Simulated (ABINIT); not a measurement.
# CdO2 (P-3m1) in ABINIT: band structure with PBEsol

Aim: the band structure of CdO2 with PBEsol.

Program: ABINIT 10.8.3 (patched build). These are calculated values, not measurements. Logs are shortened: lines on timing, memory, paths and dates and some standing lists are left out, and cuts for length are marked. The log counts tension as positive stress, the text compression.

### 1 Starting point

The structure is trigonal, space group P-3m1 (No. 164). The conventional cell has a = 3.476 Å, b = 3.476 Å, c = 4.148 Å, α = 90.00°, β = 90.00°, γ = 120.00°. Around Cd (site symmetry -3m) lie 6 O at 2.25 Å. O (site symmetry 3m) is surrounded by 3 Cd at 2.25 Å.

The cell comes from a database or a generator and needn't be the stable form of this composition.

### 2 Band structure, PBEsol

run.abi

```
# Datasets: ground state, then fixed potential
ndtset 2

# Pseudopotentials
pp_dirpath "./"
pseudos "Cd.upf, O.upf"

# Structure
acell 3.4762295762 3.4762295761 4.148076 Angstrom
rprim
     1.0000000000     0.0000000000     0.0000000000
    -0.5000000000     0.8660254038     0.0000000000
     0.0000000000     0.0000000000     1.0000000000
ntypat 2
znucl 48 8
natom 3
typat 1 2 2
xred
     0.0000000000     0.0000000000     0.0000000000
     0.3333333333     0.6666666667     0.2442190000
     0.6666666667     0.3333333333     0.7557810000

# Plane-wave basis
ecut 51.0

# Exchange and correlation
ixc -116133

# Bands and occupations
occopt 3
tsmear 0.05 eV

# SCF cycle
nstep 100

# Output
iomode 3
prtwf 0
prteig 0
prtebands 0
enunit 1
prtden1 1

# Dataset 1
kptopt1 1
ngkpt1 9 9 7
nshiftk1 1
shiftk1 0.0 0.0 0.0
nband1 20
tolvrs1 1.0e-10

# Dataset 2: bands along G-M-K-G-A-L-H-A
iscf2 -2
getden2 1
nband2 26
nbdbuf2 4
tolwfr2 1.0e-11
kptopt2 -7
ndivsm2 5
prteig2 1
kptbounds2
     0.0000000000     0.0000000000     0.0000000000
     0.5000000000     0.0000000000     0.0000000000
     0.3333333333     0.3333333333     0.0000000000
     0.0000000000     0.0000000000     0.0000000000
     0.0000000000     0.0000000000     0.5000000000
     0.5000000000     0.0000000000     0.5000000000
     0.3333333333     0.3333333333     0.5000000000
     0.0000000000     0.0000000000     0.5000000000
```

Potentials or basis: PseudoDojo NC SR PBEsol v0.4.1 standard.

Started as:

```
$ abinit run.abi > log 2>&1
```

run.abo:

```text
.Version 10.8.3 of ABINIT
 DATASET    1 : space group P-3 m 1 (#164); Bravais hP (primitive hexag.)
================================================================================
 Values of the parameters that define the memory need for DATASET  1.
     intxc =       0    ionmov =       0      iscf =       7    lmnmax =       6
     lnmax =       6     mgfft =      54  mpssoang =       3    mqgrid =    3001
     natom =       3  nloc_mem =       1    nspden =       1   nspinor =       1
    nsppol =       1      nsym =      12    n1xccc =    2501    ntypat =       2
    occopt =       3   xclevel =       2
       mpw =        5129          nfft =      109350          nkpt =          69
================================================================================
================================================================================

 DATASET    2 : space group P-3 m 1 (#164); Bravais hP (primitive hexag.)
================================================================================
 Values of the parameters that define the memory need for DATASET  2.
     intxc =       0    ionmov =       0      iscf =      -2    lmnmax =       6
     lnmax =       6     mgfft =      54  mpssoang =       3    mqgrid =    3001
     natom =       3  nloc_mem =       1    nspden =       1   nspinor =       1
    nsppol =       1      nsym =      12    n1xccc =    2501    ntypat =       2
    occopt =       3   xclevel =       2
       mpw =        5149          nfft =      109350          nkpt =          55
================================================================================
================================================================================

--------------------------------------------------------------------------------
------------- Echo of variables that govern the present computation ------------
--------------------------------------------------------------------------------
 -outvars: echo values of preprocessed input variables --------
            acell      6.5691218498E+00  6.5691218496E+00  7.8387275895E+00 Bohr
              amu      1.12411000E+02  1.59994000E+01
             ecut      5.10000000E+01 Hartree
           enunit           1
           getden1          0
           getden2          1
             iscf1          7
             iscf2         -2
                       outvar_i_n : Printing only first  50 k-points.
              ixc     -116133
           jdtset        1    2
                       outvar_i_n : Printing only first  50 k-points.
           kptopt1          1
           kptopt2         -7
         kptrlatt        9    0    0      0    9    0      0    0    7
          kptrlen1     5.48710931E+01
          kptrlen2     3.00000000E+01
            natom           3
            nband1         20
            nband2         26
           nbdbuf1          0
           nbdbuf2          4
           ndtset           2
           ndivsm1          0
           ndivsm2          5
            ngfft          45      45      54
             nkpt1         69
             nkpt2         55
            nstep         100
             nsym          12
           ntypat           2
                       prtocc : prtvol=0, do not print more k-points.
           occopt           3
        prtebands           0
           prteig1          0
           prteig2          1
            prtwf           0
            rprim      1.0000000000E+00  0.0000000000E+00  0.0000000000E+00
                      -5.0000000000E-01  8.6602540380E-01  0.0000000000E+00
                       0.0000000000E+00  0.0000000000E+00  1.0000000000E+00
           shiftk1     0.00000000E+00  0.00000000E+00  0.00000000E+00
           shiftk2     5.00000000E-01  5.00000000E-01  5.00000000E-01
          spgroup         164
           tolvrs1     1.00000000E-10
           tolvrs2     0.00000000E+00
           tolwfr1     0.00000000E+00
           tolwfr2     1.00000000E-11
           tsmear      1.83746611E-03 Hartree
            typat      1  2  2
                       outvars : Printing only first  50 k-points.
[... 213 lines left out ...]
  6.87E-08  2.83E-06
 -3.5816E+00 -2.1517E+00 -2.1511E+00 -2.1511E+00 -5.1757E-01 -4.6484E-01
 -1.5575E-01 -1.5575E-01 -1.4222E-01 -1.1976E-01 -1.1976E-01  2.9935E-02
  7.5027E-02  7.5027E-02  1.0761E-01  1.0761E-01  1.1130E-01  2.2820E-01
  4.1772E-01  6.0696E-01  6.0696E-01  6.4355E-01  7.8031E-01  8.2212E-01
  8.2944E-01  8.2944E-01
 Non-SCF case, kpt    2 (  0.05556  0.00000  0.00000), residuals and eigenvalues=
  6.59E-12  8.97E-12  8.99E-12  3.34E-12  3.80E-12  2.87E-12  1.75E-12  5.60E-12
  8.95E-12  2.68E-12  3.12E-12  1.50E-12  6.08E-12  2.46E-12  1.61E-12  4.09E-12
  7.35E-12  3.03E-12  8.68E-12  7.22E-12  9.84E-13  9.42E-12  8.73E-10  1.07E-09
[... 522 lines left out ...]
 -1.5458E-01 -1.5442E-01 -1.3115E-01 -1.2085E-01 -1.2065E-01  3.7964E-02
  5.3584E-02  6.6699E-02  7.0792E-02  1.1494E-01  1.1681E-01  3.1245E-01
  3.6157E-01  6.0525E-01  6.1392E-01  6.9506E-01  7.4816E-01  7.5342E-01
  8.3025E-01  8.4000E-01
 Non-SCF case, kpt   55 (  0.00000  0.00000  0.50000), residuals and eigenvalues=
  8.12E-12  8.08E-12  6.54E-12  6.46E-12  5.76E-12  2.89E-12  4.58E-12  5.10E-12
  4.88E-12  3.48E-12  5.16E-12  2.05E-12  4.31E-12  8.89E-12  5.52E-12  3.27E-12
  8.01E-12  2.98E-12  8.52E-12  4.73E-12  4.56E-12  3.65E-12  5.20E-10  1.22E-08
  2.46E-07  2.75E-06
 -3.5816E+00 -2.1517E+00 -2.1511E+00 -2.1511E+00 -5.0375E-01 -4.8104E-01
 -1.5515E-01 -1.5515E-01 -1.3146E-01 -1.2050E-01 -1.2050E-01  4.3639E-02
  5.2772E-02  6.6884E-02  6.6884E-02  1.1759E-01  1.1759E-01  3.1043E-01
  3.5897E-01  6.1258E-01  6.1258E-01  7.0721E-01  7.4754E-01  7.4754E-01
  8.2895E-01  8.3152E-01

--- !ResultsGS
iteration_state: {dtset: 2, }
comment   : Summary of ground state results
lattice_vectors:
- [  6.5691218,   0.0000000,   0.0000000, ]
- [ -3.2845609,   5.6890264,   0.0000000, ]
- [  0.0000000,   0.0000000,   7.8387276, ]
lattice_lengths: [   6.56912,    6.56912,    7.83873, ]
lattice_angles: [ 90.000,  90.000, 120.000, ] # degrees, (23, 13, 12)
lattice_volume:   2.9294820E+02
convergence: {deltae:  0.000E+00, res2:  0.000E+00, residm:  9.997E-12, diffor:  0.000E+00, }
etotal    :  -2.08003158E+02
entropy   :   0.00000000E+00
fermie    :   1.09921434E-01
cartesian_stress_tensor: null
pressure_GPa: null
xred      :
- [  0.0000E+00,   0.0000E+00,   0.0000E+00, Cd]
- [  3.3333E-01,   6.6667E-01,   2.4422E-01,  O]
- [  6.6667E-01,   3.3333E-01,   7.5578E-01,  O]
cartesian_forces: null
force_length_stats: {min: null, max: null, mean: null, }
...

 Integrated electronic density in atomic spheres:
 ------------------------------------------------
 Atom  Sphere_radius  Integrated_density
    1        2.00000         17.08101711
    2        2.00000          5.78644355
    3        2.00000          5.78644355
================================================================================

 ----iterations are completed or convergence reached----

 Mean square residual over all n,k,spin=   46.700E-13; max=  99.970E-13
 reduced coordinates (array xred) for    3 atoms
       0.000000000000      0.000000000000      0.000000000000
       0.333333333333      0.666666666667      0.244219000000
       0.666666666667      0.333333333333      0.755781000000

 cartesian coordinates (angstrom) at end:
    1      0.00000000000000     0.00000000000000     0.00000000000000
    2      0.00000000003333     2.00700208156234     1.01303897264400
    3      1.73811478811667     1.00350104078117     3.13503702735600
 length scales=  6.569121849798  6.569121849610  7.838727589451 bohr
              =  3.476229576200  3.476229576100  4.148076000000 angstroms
 Eigenvalues (   eV  ) for nkpt=  55  k points:
 kpt#   1, nband= 26, wtk=  1.00000, kpt=  0.0000  0.0000  0.0000 (reduced coord)
 -97.46007  -58.55093  -58.53399  -58.53399  -14.08367  -12.64900   -4.23817   -4.23817
  -3.86994   -3.25888   -3.25888    0.81456    2.04160    2.04160    2.92809    2.92809
   3.02854    6.20975   11.36680   16.51625   16.51625   17.51191   21.23320   22.37097
  22.57032   22.57034
 kpt#   2, nband= 26, wtk=  1.00000, kpt=  0.0556  0.0000  0.0000 (reduced coord)
 -97.46006  -58.55091  -58.53421  -58.53405  -14.06623  -12.66100   -4.22233   -4.20830
  -3.85527   -3.26664   -3.26232    0.79893    1.91732    1.99807    2.85780    2.94628
   3.07013    6.35032   11.46421   16.23704   16.56342   17.49490   21.38294   21.59605
  22.58675   23.51863
 kpt#   3, nband= 26, wtk=  1.00000, kpt=  0.1111  0.0000  0.0000 (reduced coord)
 -97.46003  -58.55084  -58.53483  -58.53421  -14.01526  -12.69564   -4.17688   -4.12297
  -3.81230   -3.28853   -3.27089    0.74200    1.63138    1.87636    2.70838    2.99442
   3.10564    6.73144   11.74409   15.59004   16.69684   17.44095   20.39317   22.30159
  22.59252   23.39380
 kpt#   4, nband= 26, wtk=  1.00000, kpt=  0.1667  0.0000  0.0000 (reduced coord)
 -97.45999  -58.55074  -58.53578  -58.53445  -13.93476  -12.74921   -4.10822   -3.99706
[... 244 lines left out ...]
 -97.46003  -58.55105  -58.53487  -58.53422  -13.64963  -13.10671   -4.16118   -4.14348
  -3.54656   -3.31422   -3.29141    0.73682    1.48269    1.83082    2.06619    2.93441
   3.13308    8.66250   10.03411   15.98760   16.78367   18.32813   20.37054   20.68625
  22.57213   23.43284
 kpt#  54, nband= 26, wtk=  1.00000, kpt=  0.0333  0.0333  0.5000 (reduced coord)
 -97.46006  -58.55112  -58.53421  -58.53404  -13.69285  -13.09426   -4.20624   -4.20201
  -3.56873   -3.28861   -3.28307    1.03305    1.45810    1.81497    1.92634    3.12778
   3.17854    8.50213    9.83883   16.46959   16.70552   18.91355   20.35852   20.50158
  22.59235   22.85759
 kpt#  55, nband= 26, wtk=  1.00000, kpt=  0.0000  0.0000  0.5000 (reduced coord)
 -97.46007  -58.55115  -58.53398  -58.53398  -13.70783  -13.08989   -4.22197   -4.22197
  -3.57722   -3.27905   -3.27905    1.18747    1.43600    1.82001    1.82001    3.19984
   3.19984    8.44713    9.76819   16.66912   16.66912   19.24419   20.34165   20.34165
  22.55679   22.62670

== END DATASET(S) ==============================================================
================================================================================

 -outvars: echo values of variables after computation  --------
            acell      6.5691218498E+00  6.5691218496E+00  7.8387275895E+00 Bohr
           etotal1    -2.0800315826E+02
            fcart1     5.1919937357E-28  7.8884183701E-29  5.7824115866E-19
                      -1.0383987471E-27  1.2621469395E-28 -5.9531972720E-03
                       5.1919937357E-28 -2.0509887765E-28  5.9531972720E-03
            rprim      1.0000000000E+00  0.0000000000E+00  0.0000000000E+00
                      -5.0000000000E-01  8.6602540380E-01  0.0000000000E+00
                       0.0000000000E+00  0.0000000000E+00  1.0000000000E+00
           strten1     3.7806293796E-04  3.7806293825E-04  3.1534533399E-04
                       0.0000000000E+00  0.0000000000E+00 -2.2752581545E-13
           xangst      0.0000000000E+00  0.0000000000E+00  0.0000000000E+00
                       3.3332838657E-11  2.0070020816E+00  1.0130389726E+00
                       1.7381147881E+00  1.0035010408E+00  3.1350370274E+00
             xred      0.0000000000E+00  0.0000000000E+00  0.0000000000E+00
                       3.3333333333E-01  6.6666666667E-01  2.4421900000E-01
                       6.6666666667E-01  3.3333333333E-01  7.5578100000E-01
 Calculation completed.
```

It took 7.5 min on 1 thread of Arm Neoverse V1, shared host; peak memory 0.19 GiB.

What came out:

| Item | Value |
| --- | --- |
| Free energy | -5660.0543 eV |
| Pressure | -10.5 GPa |
| Largest force | 0.306 eV/Å |
| Band gap on the k mesh | none (metal or under the smearing width) |
| Valence electrons inside the program's atomic spheres | Cd 17.08; O 5.79 |

Forces in eV/Å, atoms in the order of the input:
```
Cd   0.000  0.000  0.000
O    0.000  0.000 -0.306
O    0.000  0.000  0.306
```

Levels at the corners of the path, in eV from the Fermi level:
```tsv
point	band 14	band 15	band 16	band 17	band 18	band 19
Γ	-0.95	-0.06	-0.06	0.04	3.22	8.38
M	-2.28	-1.53	-0.16	0.37	7.18	8.91
K	-1.74	-1.22	-0.60	-0.60	7.47	10.66
Γ	-0.95	-0.06	-0.06	0.04	3.22	8.38
A	-1.17	-1.17	0.21	0.21	5.46	6.78
L	-1.87	-0.60	-0.11	-0.09	7.39	8.23
H	-2.56	-2.11	0.35	0.35	7.98	9.13
A	-1.17	-1.17	0.21	0.21	5.46	6.78
```

### 3 For comparison

An earlier run on the cell as given: functional PBEsol; potentials or basis PseudoDojo NC SR PBEsol v0.4.1 standard; cutoff 1388 eV; k mesh 9 × 9 × 7; occupations fermi-dirac, width 0.05 eV; no spin polarisation.

- Pressure: -10.5 GPa
- Largest force: 0.306 eV/Å
- Band gap on the k mesh: none (metal or under the smearing width)
- Valence electrons inside the program's atomic spheres: Cd 17.08; O 5.79
